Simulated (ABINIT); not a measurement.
Crystal: LiF (Griceite).

```
F Li
1.0
     0.00000    2.01400    2.01400
     2.01400    0.00000    2.01400
     2.01400    2.01400    0.00000
F Li
1 1
Direct
  0.50000 0.50000 0.50000
  0.00000 0.00000 0.00000
```

Base run:

- Program: ABINIT 10.8.3 (patched build)
- Functional: B3LYP
- Potentials or basis: SPMS NC PBE v1.0
- Cutoff: 789 eV
- k mesh: 8 × 8 × 8
- Occupations: fermi-dirac, width 0.05 eV
- Spin: no spin polarisation

Its results: band gap on the k mesh 11.78 eV, direct.

Problem. The run is repeated on the same cell with these changes: functional from B3LYP to PBE0; other keys from none to wfoptalg = 0. What comes out?

Solution. Band gap on the k mesh 12.17 eV, direct.

A k mesh can miss the band edges.
